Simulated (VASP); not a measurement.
Crystal: InPd.

```
In Pd
1.0
     3.27188    0.00000    0.00000
     0.00000    3.27188    0.00000
     0.00000    0.00000    3.27188
In Pd
1 1
Direct
  0.00000 0.00000 0.00000
  0.50000 0.50000 0.50000
```

The cell comes from a database or a generator and needn't be the stable form of this composition.

Base run:

* Program: VASP 6.6.1
* Functional: r2SCAN
* Potentials or basis: VASP PAW PBE potentials, release 64 (In_d, Pd)
* Cutoff: 520 eV
* k mesh: 8 × 8 × 8
* Occupations: fermi-dirac, width 0.05 eV
* Spin: no spin polarisation

Its results: pressure 0.0 GPa.

**Question.** The run is repeated on the same cell with these changes: functional from r2SCAN to RPBE; further incar settings from ALGO = Normal; EDIFF = 1e-06 to ALGO = Normal; EDIFF = 1e-07. What comes out?

**Answer.** Pressure 7.2 GPa.

Caveats: the PAW data sets were made with another functional, which shifts forces and pressure a little.
